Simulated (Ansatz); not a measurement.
**Si2Mo: equation of state with PBEsol+D4**

Si2Mo:

```
CELL_PARAMETERS angstrom
-1.60000 1.60000 3.93050
1.60000 -1.60000 3.93050
1.60000 1.60000 -3.93050
ATOMIC_POSITIONS crystal
Mo 0.00000 0.00000 0.00000
Si 0.66700 0.66700 0.00000
Si 0.33300 0.33300 0.00000
```

| Quantity | Value |
| --- | --- |
| Program | Ansatz 0.2.0 |
| Task | equation of state |
| Functional | PBEsol |
| Dispersion | D4 |
| Potentials or basis | Ansatz PAW |
| Cutoff | 420 eV |
| Density cutoff | 1680 eV |
| k mesh | 12 × 12 × 12 |
| Occupations | fermi-dirac, width 0.05 eV |
| Spin | no spin polarisation |

```json
{"Equilibrium volume": "13.04 Å³/atom", "Bulk modulus at fixed shape and positions": "232 GPa", "Pressure derivative of the bulk modulus": "4.4"}
```

Energy against volume, from the lowest point:
```csv
volume (Å³/atom),energy (meV/atom)
12.611,9.98
12.879,0.71
13.148,0.00
13.416,6.94
13.684,20.74
13.953,40.67
14.221,66.07
```

All runs of the series together: 11 s on 2 threads of Intel(R) Xeon(R) 6975P-C (Granite Rapids), with other jobs on the host.

Caveat: the cell was scaled at fixed shape and fractional positions, which overstates the stiffness of a crystal with free parameters, most of all of layers and chains.
